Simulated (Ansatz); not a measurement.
# HgTe, one cell by several methods

```yaml
crystal:
  lattice:
    - [0.00000, 3.00915, 2.92150]
    - [3.00915, 0.00000, 2.92150]
    - [3.00915, 3.00915, 0.00000]
  atoms:
    - { symbol: Hg, position: [0.00000, 0.00000, 0.00000] }
    - { symbol: Te, position: [0.50000, 0.50000, 0.50000] }
```

Atoms are numbered in the order listed.

The cell is COD entry 1538296, as deposited and not checked against the literature; nothing was relaxed. The listed cell was then made from it by scaling, straining or moving an atom.

No spin–orbit coupling, which matters for the heavy atoms here.

Methods: DFT, LDA, PAW with Ansatz's default frozen-core files, scalar-relativistic (Ansatz 0.2.0); DFT, LDA, all-electron PAW with datasets made for the crystal, scalar-relativistic (Ansatz 0.2.0); DFT, LDA, all-electron LAPW, scalar-relativistic (Ansatz 0.2.0).

For PAW: a Γ-centred 10×10×10 k mesh, Fermi–Dirac smearing of 0.08 eV, cutoff 420 eV, no spin polarisation; the PAW files were made with PBE, and the program remakes their frozen cores for this functional. The crystal-made all-electron datasets (AE datasets) take a cutoff of 260 eV at this cell. LAPW targets a basis error of 1 meV/atom. The Ansatz runs share mesh, smearing and spin set-up. Plane-wave (PAW) pressures include the program's estimate of the Pulay term.

Stress and pressure are positive in compression.

The change that made this cell: equal xx and yy strain of +3 %.

No spin–orbit coupling: at heavy atoms the gradients can be off by tens of per cent for that reason.

In a metal, gradients converge slowly with the k mesh: the values move by tens of per cent from one mesh to another, at times in sign, so only the comparison on one mesh counts.

```tsv
quantity	PAW	AE datasets	LAPW
pressure (GPa)	-0.40	-0.39	-0.39
stress xx (GPa)	-1.30	-1.28	-1.28
stress zz (GPa)	1.38	1.39	1.39
field gradient Vzz at Hg1 (10²¹ V/m²)	-3.60	-3.57	–
field gradient Vzz at Te2 (10²¹ V/m²)	?	?	–
```

Q: Give the missing entry: row "field gradient Vzz at Te2 (10²¹ V/m²)", column "PAW".

A: 4.74.

Q: What belongs in the row "field gradient Vzz at Te2 (10²¹ V/m²)", column "AE datasets"?

A: 4.68.
